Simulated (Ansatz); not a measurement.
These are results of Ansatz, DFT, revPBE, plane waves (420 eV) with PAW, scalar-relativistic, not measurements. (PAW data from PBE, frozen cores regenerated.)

An element in the omega (AlB2-type) structure gives this curve. The cell is scaled uniformly from the relaxed one, with fractional coordinates and shape fixed. Energies are extrapolated to zero smearing, pressures are those at the given smearing. Magnetic state: spin not included.

```
V (Å³/atom)  E − E₀ (meV/atom)  P (GPa)
     15.423              100.0    17.13
     16.124               41.0    10.33
     16.825                9.2     4.69
     17.526                0.0     0.01
     18.227                9.6    -3.87
     18.928               34.8    -7.08
     19.629               73.0    -9.74
```

(1) Which element is it?
A. tungsten
B. silver
C. titanium
D. molybdenum

## Answers

(1) C. Its fit is V₀ = 17.50 Å³/atom, B₀ = 108 GPa, B₀′ = 3.6.
